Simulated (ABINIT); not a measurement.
HfC:

```
CELL_PARAMETERS angstrom
0.00000 2.32500 2.32500
2.32500 0.00000 2.32500
2.32500 2.32500 0.00000
ATOMIC_POSITIONS crystal
Hf 0.50000 0.50000 0.50000
C 0.00000 0.00000 0.00000
```

Base run:

```yaml
Program: ABINIT 10.8.3 (patched build)
Functional: r2SCAN
Potentials_or_basis: JTH PAW PBE v2.0
Cutoff: 626 eV
k_mesh: 10 × 10 × 10
Occupations: fermi-dirac, width 0.05 eV
Spin: no spin polarisation
```

Its results: band gap on the k mesh none (metal or under the smearing width); pressure -0.2 GPa.

The run is repeated on the same cell with these changes: potentials or basis from JTH PAW PBE v2.0 to JTH PAW LDA v2.0; cutoff from 626 eV to 653 eV; fine-grid cutoff from 1224.51 eV to 1251.72 eV. What comes out?

Band gap on the k mesh none (metal or under the smearing width); pressure -0.8 GPa.

Caveats: the PAW data sets were made with another functional, which shifts forces and pressure a little; spin-orbit coupling is left out, which moves the levels of the heavy elements.
